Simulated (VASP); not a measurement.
These are PBE GGA, VASP's PBE PAW potentials (set 64) (plane waves; VASP) values and carry that method's errors.

A VASP calculation is set up with these files.

KPOINTS:
```
Automatic mesh
0
Gamma
8 8 8
```

### INCAR
```
! general
SYSTEM  = AlSb
PREC    = Accurate
ENCUT   = 480
LREAL   = .False.
LASPH   = .True.   ! aspherical one-centre terms

! electronic loop
EDIFF   = 1E-7   ! SCF stop (eV)
NELM    = 100   ! most electronic steps
ALGO    = Normal   ! blocked Davidson
LMAXMIX = 4

! smearing
ISMEAR  = 0   ! Gaussian
SIGMA   = 0.05

! functional
GGA     = PE   ! PBE

! ions
ISIF    = 2

! output
LWAVE   = .False.
LCHARG  = .False.
```

### POSCAR
```
AlSb
1
    0.0000000000     3.1158353982     3.1158353982
    3.1158353982     0.0000000000     3.1158353982
    3.1158353982     3.1158353982     0.0000000000
Al Sb
1 1
Direct
  0.0000000000   0.0000000000   0.0000000000
  0.2459882348   0.2540117652   0.2540117652
```

POTCAR, in this order: Al Sb (PBE.64 set). Program: vasp_std.

Output of the run:

### OSZICAR
```
       N       E                     dE             d eps       ncg     rms          rms(c)
DAV:   1     0.150261799241E+02    0.15026E+02   -0.26229E+03  1528   0.669E+02
DAV:   2    -0.775695652903E+01   -0.22783E+02   -0.22097E+02  1960   0.851E+01
DAV:   3    -0.828390487896E+01   -0.52695E+00   -0.52695E+00  2032   0.164E+01
DAV:   4    -0.828709808015E+01   -0.31932E-02   -0.31932E-02  2264   0.154E+00
DAV:   5    -0.828710797918E+01   -0.98990E-05   -0.98990E-05  2112   0.803E-02    0.329E+00
DAV:   6    -0.822769883120E+01    0.59409E-01   -0.90656E-02  1576   0.143E+00    0.203E+00
DAV:   7    -0.820982166461E+01    0.17877E-01   -0.83699E-02  1832   0.155E+00    0.406E-01
DAV:   8    -0.821058040066E+01   -0.75874E-03   -0.65652E-03  1576   0.467E-01    0.915E-02
DAV:   9    -0.821089726654E+01   -0.31687E-03   -0.51732E-04  2048   0.153E-01    0.273E-02
DAV:  10    -0.821093596172E+01   -0.38695E-04   -0.35361E-05  2072   0.354E-02    0.140E-02
DAV:  11    -0.821096608078E+01   -0.30119E-04   -0.54652E-05  1736   0.489E-02    0.436E-03
DAV:  12    -0.821096658249E+01   -0.50172E-06   -0.62959E-07  2224   0.587E-03    0.216E-03
DAV:  13    -0.821096673002E+01   -0.14753E-06   -0.69579E-08  1768   0.187E-03    0.122E-03
DAV:  14    -0.821096676365E+01   -0.33634E-07   -0.25512E-08   944   0.770E-04
   1 F= -.82109668E+01 E0= -.82109668E+01  d E =-.457430E-11
```

### OUTCAR
```
------------------------ aborting loop because EDIFF is reached ----------------------------------------
  FORCE on cell =-STRESS in cart. coord.  units (eV):
  Direction    XX          YY          ZZ          XY          YZ          ZX
  --------------------------------------------------------------------------------------
  Total        0.0056683      0.0114439      0.0114439      0.0000000     -0.1707859      0.0000000
  in kB        0.1501100      0.3030610      0.3030610      0.0000000     -4.5228178      0.0000000
  external PRESSURE =       0.2520773 kB  Pullay stress =       0.0000000 kB
  volume of cell :       60.50
      direct lattice vectors                 reciprocal lattice vectors
     0.000000000  3.115835398  3.115835398    -0.160470608  0.160470608  0.160470608
     3.115835398  0.000000000  3.115835398     0.160470608 -0.160470608  0.160470608
     3.115835398  3.115835398  0.000000000     0.160470608  0.160470608 -0.160470608
 POSITION                                       TOTAL-FORCE (eV/Angst)
 -----------------------------------------------------------------------------------
      0.00000      0.00000      0.00000         0.188860     -0.000000     -0.000000
      1.58292      1.55792      1.55792        -0.188860      0.000000      0.000000
 -----------------------------------------------------------------------------------
    total drift:                               -0.000014     -0.000000     -0.000000
  FREE ENERGIE OF THE ION-ELECTRON SYSTEM (eV)
  ---------------------------------------------------
  free  energy   TOTEN  =        -8.2109667637 eV

  energy  without entropy=       -8.2109667636  energy(sigma->0) =       -8.21096676
```
(Selected blocks of OUTCAR.)

### OUTCAR
```
 val. band max:        4.4416193515   @ k =   0.0000   0.0000   0.0000

 cond. band min:       5.5750374831   @ k =   0.5000   0.0000   0.0000


 Fermi energy:         4.6435113487

 k-point     1 :       0.0000    0.0000    0.0000
  band No.  band energies     occupation
      1      -6.0965      2.00000
      2       4.3096      2.00000
      3       4.3772      2.00000
      4       4.4416      2.00000
      5       5.6336      0.00000
      6       7.4137      0.00000
      7       7.4515      0.00000
      8       7.4927      0.00000

 k-point     2 :       0.1250    0.0000    0.0000
  band No.  band energies     occupation
      1      -5.9614      2.00000
      2       2.9661      2.00000
      3       4.1365      2.00000
      4       4.2231      2.00000
      5       6.2392      0.00000
      6       7.6998      0.00000
      7       7.7637      0.00000
      8       8.0262      0.00000

 k-point     3 :       0.0000    0.1250    0.0000
  band No.  band energies     occupation
      1      -5.9601      2.00000
      2       2.9001      2.00000
      3       4.1746      2.00000
      4       4.2576      2.00000
      5       6.2698      0.00000
      6       7.6907      0.00000
      7       7.7487      0.00000
      8       8.0217      0.00000

 k-point     4 :       0.2500    0.0000    0.0000
  band No.  band energies     occupation
      1      -5.5835      2.00000
      2       1.1640      2.00000
      3       3.8067      2.00000
      4       3.8901      2.00000
      5       5.9838      0.00000
      6       8.0674      0.00000
      7       8.1576      0.00000
      8       9.7717      0.00000

 k-point     5 :       0.0000    0.2500    0.0000
  band No.  band energies     occupation
      1      -5.5776      2.00000
      2       1.0998      2.00000
      3       3.8335      2.00000
      4       3.9142      2.00000
      5       6.0300      0.00000
      6       8.0836      0.00000
      7       8.1725      0.00000
...
```

Unless said otherwise, spin-orbit coupling is left out, though it shifts the bands of the heavy elements here.

The compound is AlSb in the zinc blende structure. This cell was strained or had an atom moved on purpose.
